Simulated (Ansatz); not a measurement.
Relax this structure to zero stress and force, keeping its symmetry:

```
Mg Sn
1.0
     0.00000    3.40840    3.40840
     3.40840    0.00000    3.40840
     3.40840    3.40840    0.00000
Mg Sn
2 1
Direct
  0.25000 0.25000 0.25000
  0.75000 0.75000 0.75000
  0.00000 0.00000 0.00000
```

Method: DFT PBE+D3(BJ), scalar-relativistic, plane waves, PAW in Ansatz.

Cutoff 420 eV; k points 12×12×12 on the computed 3-atom cell (Γ-centred); Gaussian smearing, width 0.10 eV; no spin polarisation.

Question: What does it relax to?

Answer: The volume goes down by 1.19 Å³/atom to 25.21 Å³/atom, and the energy falls by 7.3 meV/atom. Final structure:
Space group Fm-3m (No. 225). a = 6.713 Å, b = 6.713 Å, c = 6.713 Å, α = 90.00°, β = 90.00°, γ = 90.00°
```
atom site symmetry x y z
  Mg    8c      -43m  0.2500  0.7500  0.7500
  Sn    4a m-3m  0.0000  0.0000  0.0000
```